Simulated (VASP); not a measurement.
# Au: convergence, energy along a vibration (SMASS = -2)

Au, Fm-3m (no. 225), atoms displaced along the mode, 2 atoms in the cell. LDA, energy along a line of displacements; PAW potentials Au (LDA set). VASP 6.6.1.

Wanted: harmonic frequency within 1 %.

Space group without the displacement: Fm-3m (no. 225); Mode: transverse mode at X.

POSCAR of the starting run:
```
Au
1.0
    2.0350000000      2.0350000000      0.0000000000
   -2.0350000000      2.0350000000      0.0000000000
    0.0000000000      0.0000000000      4.0700000000
Au
2
Direct
   -0.0098280098      0.0098280098      0.0000000000
    0.5098280098      0.4901719902      0.5000000000

    0.0100000000   0.0000000000   0.0000000000
   -0.0100000000   0.0000000000   0.0000000000
```

The series start from k mesh: 7 × 7 × 5; Cutoff (eV): 300; Step along the mode (Å): 0.02; Precision and projection: Accurate, reciprocal space. Each series keeps the choices made before it, and each single choice may use up half of a tolerance.

## k mesh

| k mesh | Harmonic frequency (THz) | Time (s) |
|---|---|---|
| 3 × 3 × 2 | 2.58 | 6.2 |
| 4 × 4 × 3 | 2.636 | 9.1 |
| 5 × 5 × 4 | 2.705 | 15 |
| 7 × 7 × 5 | 2.53 | 34 |
| 8 × 8 × 6 | 2.482 | 48 |
| 10 × 10 × 8 | 2.523 | 88 |
| 13 × 13 × 10 (reference) | 2.518 | 180 |

Chosen: 10 × 10 × 8, the loosest value from which every tighter one stays within half of the tolerance.

## Cutoff (eV)

| Cutoff (eV) | Harmonic frequency (THz) | Time (s) |
|---|---|---|
| 170 | 2.519 | 52 |
| 200 | 2.425 | 90 |
| 230 | 2.497 | 78 |
| 270 | 2.516 | 85 |
| 300 | 2.523 | 88 |
| 350 (reference) | 2.529 | 169 |

Chosen: 270.

## Precision and projection

| Precision and projection | Harmonic frequency (THz) | Time (s) |
|---|---|---|
| Accurate, reciprocal space | 2.509 | 93 |
| Normal, reciprocal space | 2.509 | 81 |
| Normal, Auto | 2.519 | 115 |

Chosen: Accurate, reciprocal space; no other choice that stays within half of the tolerance saves 30 % of the time.

Also changed on the way, by series that aren't shown: Step along the mode (Å): 0.08.

## All choices together

| Input | Harmonic frequency (THz) | Time (s) |
|---|---|---|
| defaults on a coarse mesh (naive) | 2.555 | 4.0 |
| chosen settings | 2.509 | 93 |
| reference settings throughout | 2.523 | 344 |

The tolerance is met.

## The input

INCAR:
```
SYSTEM = Au
  GGA = CA
  PREC = Accurate
  ENCUT = 270
  EDIFF = 1E-7
  ALGO = Normal
  LREAL = .False.
  LASPH = .True.
  ISMEAR = 1
  SIGMA = 0.15
  ISYM = 0
  LWAVE = .False.
  LCHARG = .False.
  IBRION = 0
  SMASS = -2
  POTIM = 1
  NSW = 9
  NELMIN = 4
  IWAVPR = 11
  KPAR = 2
```

KPOINTS:
```
Automatic mesh
0
Gamma
  10 10 8
  0 0 0
```

POSCAR:
```
Au
1.0
    2.0350000000      2.0350000000      0.0000000000
   -2.0350000000      2.0350000000      0.0000000000
    0.0000000000      0.0000000000      4.0700000000
Au
2
Direct
   -0.0393120393      0.0393120393      0.0000000000
    0.5393120393      0.4606879607      0.5000000000

    0.0400000000   0.0000000000   0.0000000000
   -0.0400000000   0.0000000000   0.0000000000
```

Commands:
```
cat potpaw_LDA.64/Au/POTCAR > POTCAR
mpirun -np 2 vasp_std > vasp.out
```

The chosen input took VASP 6.6.1 93 s on 2 cores (Intel Xeon Platinum 8488C (Sapphire Rapids)), a shared host.

## An input that fails: POTIM multiplies the typed steps tenfold

It runs to its end, but against the unchanged starting input it is off by 1649 % in the harmonic frequency.

Changes against the starting input:
```
- POTIM = 1
+ POTIM = 10
```
